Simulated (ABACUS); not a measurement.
Cd:

```xyz
2
Lattice="2.9789 0.0000 0.0000 -1.4894 2.5798 0.0000 0.0000 0.0000 5.6177" Properties=species:S:1:pos:R:3 pbc="T T T"
Cd    1.4894    0.8599    4.2132
Cd    0.0000    1.7199    1.4044
```

```yaml
Program: ABACUS 3.10.1
Task: relaxation of cell and atoms
Functional: PBE
Potentials_or_basis: Ansatz NC PBE
Cutoff: 1361 eV
Density_cutoff: 5442 eV
Basis: DZP LCAO (the cutoffs set its grid)
k_mesh: 9 × 9 × 5
Occupations: fermi-dirac, width 0.05 eV
Spin: no spin polarisation
```

At the start: pressure 3.1 GPa; volume 21.59 Å³/atom.

Question: How do energy, volume and symmetry change on relaxing?

Answer: Over 9 steps the energy falls by 20.6 meV/atom and the volume is 22.99 Å³/atom (+6.5 %); space group P6_3/mmc (No. 194, to 0.05 Å).

The path:
| step | energy change (eV) | largest force (eV/Å) | pressure (GPa) | volume (Å³) |
| --- | --- | --- | --- | --- |
| 1 | 0.0000 | 0.0000 | 3.09 | 43.17 |
| 2 | -0.0253 | 0.0000 | -0.34 | 45.92 |
| 3 | -0.0254 | 0.0000 | -0.23 | 45.81 |
| 4 | -0.0315 | 0.0000 | -0.27 | 45.88 |
| 5 | -0.0411 | 0.0000 | -0.07 | 45.99 |
| 6 | -0.0412 | 0.0000 | 0.08 | 45.87 |
| 7 | -0.0412 | 0.0000 | 0.05 | 45.89 |
| 8 | -0.0413 | 0.0000 | 0.04 | 45.91 |
| 9 | -0.0413 | 0.0000 | 0.01 | 45.98 |

Final structure:
```yaml
crystal:
  lattice:
    - [2.97965, 0.00000, 0.00000]
    - [-1.48983, 2.58046, 0.00000]
    - [0.00000, 0.00000, 5.98019]
  atoms:
    - { symbol: Cd, position: [0.66667, 0.33333, 0.75000] }
    - { symbol: Cd, position: [0.33333, 0.66667, 0.25000] }
```

Caveat: the atomic orbitals were generated for these runs and aren't a published set; the basis of atomic orbitals isn't converged, which shifts pressures, moduli and gaps.
